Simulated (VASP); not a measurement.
# Cl2 in VASP: relaxation of the atoms with PBE+D3(BJ)

Aim: the relaxation of the atoms of Cl2 with PBE+D3(BJ).

Everything below comes from runs of VASP 6.6.1. Logs are shortened: lines on timing, memory, paths and dates and some standing lists are left out, and cuts for length are marked.

## (1) Starting point

The cell holds a molecule in a box, 2 atoms: a = 11.000 Å, b = 11.300 Å, c = 11.600 Å, α = 90.00°, β = 90.00°, γ = 90.00°.

## (2) Relaxation of the atoms, PBE+D3(BJ)

Contents of INCAR:

```
SYSTEM = Cl
PREC = Accurate
ENCUT = 520
EDIFF = 1E-6
ISMEAR = 0
SIGMA = 0.01
LREAL = .FALSE.
LASPH = .TRUE.
NELM = 80
ALGO = Fast
ISIF = 2
LWAVE = .FALSE.
LCHARG = .FALSE.
GGA = PE
IVDW = 12
IBRION = 2
NSW = 40
EDIFFG = -0.02
```

Contents of KPOINTS:

```
Automatic mesh
0
G
  1 1 1
  0 0 0
```

Contents of POSCAR:

```
Cl
1.0
   11.0000000000      0.0000000000      0.0000000000
    0.0000000000     11.3000000000      0.0000000000
    0.0000000000      0.0000000000     11.6000000000
Cl
2
Direct
    0.5000000000      0.5000000000      0.4142241400
    0.5000000000      0.5000000000      0.5857758600
```

Potentials or basis: VASP PAW PBE potentials, release 64 (Cl).

Started as:

```
> cat potpaw_PBE.64/Cl/POTCAR > POTCAR
> mpirun -np 1 vasp_gam > vasp.out
```

OUTCAR:

```text
SYSTEM = Cl
   PREC = Accurate
   ENCUT = 520
   EDIFF = 1E-6
   ISMEAR = 0
   LREAL = .FALSE.
   LASPH = .TRUE.
   NELM = 80
   ISIF = 2
   GGA = PE
   IVDW = 12
   IBRION = 2
   NSW = 40
   EDIFFG = -0.02
 IVDW          = 12

 ion  position               nearest neighbor table
   1  0.500  0.500  0.414-   2 1.99
   2  0.500  0.500  0.586-   1 1.99

  LATTYP: Found a simple orthorhombic cell.
 ALAT       =    11.0000000000
 B/A-ratio  =     1.0272727273
 C/A-ratio  =     1.0545454545

  Lattice vectors:

 A1 = (  11.0000000000,   0.0000000000,   0.0000000000)
 A2 = (   0.0000000000,  11.3000000000,   0.0000000000)
 A3 = (   0.0000000000,   0.0000000000,  11.6000000000)

Analysis of symmetry for initial positions (statically):
=====================================================================
 Subroutine PRICEL returns:
 Original cell was already a primitive cell.

 Routine SETGRP: Setting up the symmetry group for a
 simple orthorhombic supercell.

 Subroutine GETGRP returns: Found  8 space group operations
 (whereof  8 operations were pure point group operations)
 out of a pool of  8 trial point group operations.

The static configuration has the point symmetry D_2h.

Analysis of symmetry for dynamics (positions and initial velocities):
=====================================================================
 Subroutine PRICEL returns:
 Original cell was already a primitive cell.

 Routine SETGRP: Setting up the symmetry group for a
 simple orthorhombic supercell.

 Subroutine GETGRP returns: Found  8 space group operations
 (whereof  8 operations were pure point group operations)
 out of a pool of  8 trial point group operations.

The dynamic configuration has the point symmetry D_2h.

 Subroutine INISYM returns: Found  8 space group operations
 (whereof  8 operations are pure point group operations),
 and found     1 'primitive' translations

----------------------------------------------------------------------------------------

                                     Primitive cell

  volume of cell :    1441.8800

  direct lattice vectors                    reciprocal lattice vectors
    11.000000000  0.000000000  0.000000000     0.090909091  0.000000000  0.000000000
     0.000000000 11.300000000  0.000000000     0.000000000  0.088495575  0.000000000
     0.000000000  0.000000000 11.600000000     0.000000000  0.000000000  0.086206897

[... 39 lines left out ...]
            Coordinates               Weight
  0.000000  0.000000  0.000000      1.000000
   k-points           NKPTS =      1   k-points in BZ     NKDIM =      1   number of bands    NBANDS=     11
   number of dos      NEDOS =    301   number of ions     NIONS =      2
   total plane-waves  NPLWV = 635040
   dimension x,y,z NGX =    84 NGY =   84 NGZ =   90
   dimension x,y,z NGXF=   168 NGYF=  168 NGZF=  180
   ions per type =               2
   NGX,Y,Z   is equivalent  to a cutoff of  12.70, 12.36, 12.90 a.u.
   NGXF,Y,Z  is equivalent  to a cutoff of  25.39, 24.72, 25.80 a.u.
 SYSTEM =  Cl
   PREC   = accura    normal or accurate (medium, high low for compatibility)
   ISTART =      0    job   : 0-new  1-cont  2-samecut
   ICHARG =      2    charge: 1-file 2-atom 10-const
   ISPIN  =      1    spin polarized calculation?
   LNONCOLLINEAR =      F non collinear calculations
   LSORBIT =      F    spin-orbit coupling
   LASPH  =      T    aspherical Exc in radial PAW
   ENCUT  =  520.0 eV  38.22 Ry    6.18 a.u.  20.45 21.01 21.57*2*pi/ulx,y,z
   NELM   =     80;   NELMIN=  2; NELMDL= -5     # of ELM steps
   EDIFF  = 0.1E-05   stopping-criterion for ELM
   LREAL  =      F    real-space projection
   EDIFFG = -.2E-01   stopping-criterion for IOM
   NSW    =     40    number of steps for IOM
   IBRION =      2    ionic relax: 0-MD 1-quasi-New 2-CG
   NFREE  =      1    steps in history (QN), initial steepest desc. (CG)
   ISIF   =      2    stress and relaxation
   ISYM   =      2    0-nonsym 1-usesym 2-fastsym
   POTIM  = 0.5000    time-step for ionic-motion
   TEBEG  =    0.0;   TEEND  =   0.0 temperature during run
   PSTRESS=    0.0 pullay stress
   NELECT =      14.0000    total number of electrons
   NUPDOWN=      -1.0000    fix difference up-down
   EMIN   =  10.00;   EMAX   =-10.00  energy-range for DOS
   EFERMI =   0.00;   METHOD = LEGACY
   ISMEAR =     0;   SIGMA  =   0.01  broadening in eV -4-tet -1-fermi 0-gaus
   EFERMI_NEDOS =   21; number of points for ismear=-14 and -15
   IALGO  =     68    algorithm
   IMIX   =      4    mixing-type and parameters
     AMIX     =   0.40;   BMIX     =  1.00
     AMIX_MAG =   1.60;   BMIX_MAG =  1.00
  volume/ion in A,a.u.               =     720.94      4865.14
  Fermi-wavevector in a.u.,A,eV,Ry     =   0.349254  0.659994  1.659614  0.121978
  Thomas-Fermi vector in A             =   1.260156
   LORBIT       =      0    0 simple, 1 ext, 2 COOP (PROOUT), +10 PAW based schemes
   GGA     = PE    functional components
   LHFCALC =     F    Hartree Fock is set to
   AEXX    =    0.0000 exact exchange contribution
   IVDW    =    12    specifies the selected vdW correction
   LEPSILON=     F    determine dielectric tensor
   LRPA    =     F    only Hartree local field effects (RPA)
 conjugate gradient relaxation of ions
 non-spin polarized calculation
 RMM-DIIS sequential band-by-band and
 Gauss-broadening in eV      SIGMA  =   0.01
  energy-cutoff  :      520.00
  volume of cell :     1441.88
 maximum number of plane-waves:     19401
 NGX is ok and might be reduce to    84
   NGX = 41   NGY = 43   NGZ = 43

--------------------------------------- Ionic step        1  -------------------------------------------

 number of electron      13.9999997 magnetization

 Free energy of the ion-electron system (eV)
  ---------------------------------------------------
  ext. energy  EPLUGINS =         0.00000000
  ---------------------------------------------------
  free energy    TOTEN  =        -3.59753437 eV

  energy without entropy =       -3.59753437  energy(sigma->0) =       -3.59753437

------------------------ aborting loop because EDIFF is reached ----------------------------------------

 Edisp (eV)   -0.02865

 E8    (eV) :    -0.0110
[... 71 lines left out ...]
--------------------------------------- Ionic step        3  -------------------------------------------

 number of electron      13.9999997 magnetization

 Free energy of the ion-electron system (eV)
  ---------------------------------------------------
  ext. energy  EPLUGINS =         0.00000000
  ---------------------------------------------------
  free energy    TOTEN  =        -3.59765958 eV

  energy without entropy =       -3.59765958  energy(sigma->0) =       -3.59765958

 E-fermi :  -6.9988     XC(G=0):  -0.6679

 val. band max:       -7.0470242663   @ k =   0.0000   0.0000   0.0000
 cond. band min:      -3.9886505793   @ k =   0.0000   0.0000   0.0000
 fundamental gap:      3.0583736870
 Fermi energy:        -6.9987610845

 k-point     1 :       0.0000    0.0000    0.0000
  band No.  band energies     occupation
      1     -23.2857      2.00000
      2     -19.0382      2.00000
      3     -11.7189      2.00000
      4      -9.7093      2.00000
      5      -9.7093      2.00000
      6      -7.0470      2.00000
      7      -7.0470      2.00000
      8      -3.9887      0.00000
      9      -0.3227      0.00000
     10       0.7794      0.00000
     11       0.8729      0.00000
[... 31 lines left out ...]
  FREE ENERGIE OF THE ION-ELECTRON SYSTEM (eV)
  ---------------------------------------------------
  free  energy   TOTEN  =        -3.6263024303 eV

  energy  without entropy=       -3.6263024303  energy(sigma->0) =       -3.62630243

 reached required accuracy - stopping structural energy minimisation
```

Run time: 2.3 min. Hardware: 1 thread of Intel Xeon Platinum 8259CL at 2.50GHz (Skylake/Cascade Lake), shared host; peak memory 1.2 GiB.

Results:

```yaml
Free_energy: -3.6263 eV
Energy_gained_by_relaxing: 0.1 meV/atom
Ionic_steps: 3
Gap_between_the_frontier_levels: 3.06 eV
Dispersion_energy_per_atom: -0.014 eV
```

Step by step:
```
step  energy change (eV)  largest force (eV/Å)  pressure (GPa)
   1              0.0000                0.0675            0.00
   2              0.0000                0.0556           -0.01
   3             -0.0001                0.0011            0.00
```

Final structure:
```cif
data_structure
_symmetry_space_group_name_H-M 'P 1'
_symmetry_Int_Tables_number 1
_cell_length_a 11.0000
_cell_length_b 11.3000
_cell_length_c 11.6000
_cell_angle_alpha 90.000
_cell_angle_beta 90.000
_cell_angle_gamma 90.000
_cell_volume 1441.88
loop_
_atom_site_label
_atom_site_type_symbol
_atom_site_fract_x
_atom_site_fract_y
_atom_site_fract_z
_atom_site_occupancy
Cl1 Cl 0.50000 0.50000 0.41407 1
Cl2 Cl 0.50000 0.50000 0.58593 1
```
